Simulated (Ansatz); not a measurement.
Program: Ansatz. Geometries: PBE0-D4/def2-TZVP. ΔE: electronic, gas phase. CCSD(T)/CBS is the MP2 limit (def2-TZVPP, def2-QZVPP) plus CCSD(T) − MP2 in def2-TZVPP, frozen cores. This one scheme is used for every species. Functionals use def2-TZVPP. Each species was taken in one conformer, which may not be the lowest.

Reaction (substitution at a C–O bond): `CO[Si](C)(O)F` + `CNC(C)=O` → `CC(=O)N(C)C` + `C[Si](O)(O)F`

| species | PBE0-D4 energy (Eh) |
| --- | --- |
| `CO[Si](C)(O)F` | -620.07842 |
| `CNC(C)=O` | -248.34499 |
| `CC(=O)N(C)C` | -287.61533 |
| `C[Si](O)(O)F` | -580.81822 |

(1) Work out ΔE.

Largest T1 diagnostic among the species: 0.014.

## Answers

(1) ΔE = (-287.61533) + (-580.81822) − (-620.07842) − (-248.34499) = -0.01014 Eh = -6.4 kcal/mol. CCSD(T)/CBS gives -6.9 kcal/mol.

The D4 term adds −0.8 kcal/mol with B3LYP and −0.4 kcal/mol with PBE0; it sums over pairs of atoms, weighted by their polarisabilities, and B3LYP, whose exchange is more repulsive, gets the larger term. In def2-TZVPP, CCSD(T) changes the Hartree–Fock value by −4.5 kcal/mol (the triples alone add −0.6 kcal/mol) and MP2 by −5.9 kcal/mol.

B3LYP here is the variant with VWN-RPA as its local correlation; programs differ in this.
